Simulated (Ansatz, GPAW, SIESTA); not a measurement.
**One calculation of PbS, 3 ways**

```
Pb S
1.0
     0.00000    2.96575    2.96575
     2.96575    0.00000    2.96575
     2.96575    2.96575    0.00000
Pb S
1 1
Direct
  0.00000 0.00000 0.00000
  0.50000 0.50000 0.50000
```

Alike in all runs: task band structure; functional BLYP; k mesh 8 × 8 × 8; occupations fermi-dirac, width 0.05 eV; no spin polarisation; no spin-orbit coupling. Pressure is positive in compression and, in plane waves, holds the error of the finite cutoff. Gaps are the smaller of the mesh's and the band path's.

| program and potentials | plane-wave cutoff (eV) | notes | band gap (eV) | pressure (GPa) |
| --- | --- | --- | --- | --- |
| Ansatz, all-electron LAPW, scalar-relativistic | - | - | ? | ? |
| SIESTA, files PseudoDojo sr-pbe-0.4.1-standard, DZP (energy shift 0.003 Ry; two zetas on semicore shells) | - | atomic basis; potentials made for PBE | 0.53 | 6.80 |
| GPAW, PAW data sets generated for this functional | 600 | - | 0.46 | 5.68 |

**Question.** Estimate from the other rows what the run with Ansatz, all-electron LAPW, scalar-relativistic gave.

**Answer.** Band gap 0.50 eV; pressure 5.90 GPa. The other rows, which needn't bracket it: band gap 0.46 to 0.53; pressure 5.68 to 6.80.
